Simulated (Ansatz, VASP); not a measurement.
# Two plane-wave programs on WC

```
CELL_PARAMETERS angstrom
3.08848 0.00000 0.00000
-1.54424 2.67470 0.00000
0.00000 0.00000 2.84261
ATOMIC_POSITIONS crystal
W 0.00000 0.00000 0.00000
C 0.66667 0.33333 0.50000
```

Alike in both runs: task single point; functional PBE; k mesh 18 × 18 × 14; occupations gaussian, width 0.1 eV; no spin polarisation.

|  | VASP | Ansatz |
| --- | --- | --- |
| version | VASP 6.6.1 | Ansatz 0.2.0 |
| potentials or method | VASP PAW PBE potentials, release 64 (W_sv, C) | scalar-relativistic, plane waves, PAW |
| plane-wave cutoff (eV) | 520 | 420 |
| valence electrons in the cell | 18 | 18 |

VASP gave:

```
gap on the k mesh at the Fermi level (eV)       : none
pressure (GPa)                                  : -30.1
largest component of the traceless stress (GPa) : 17.66
```

**Question.** Which values does Ansatz return?

**Answer.** gap on the k mesh at the Fermi level (eV): none; pressure (GPa): -30.8; largest component of the traceless stress (GPa): 17.48.

A gap of «none» marks a metal or a gap that the smearing closes.

Caveats: the cell as given lies far from equilibrium; so large a pressure means that the cell lies far from this level's equilibrium, or that cutoff or potentials fall short (VASP). The runs have no spin-orbit coupling, so splittings on W are missing.
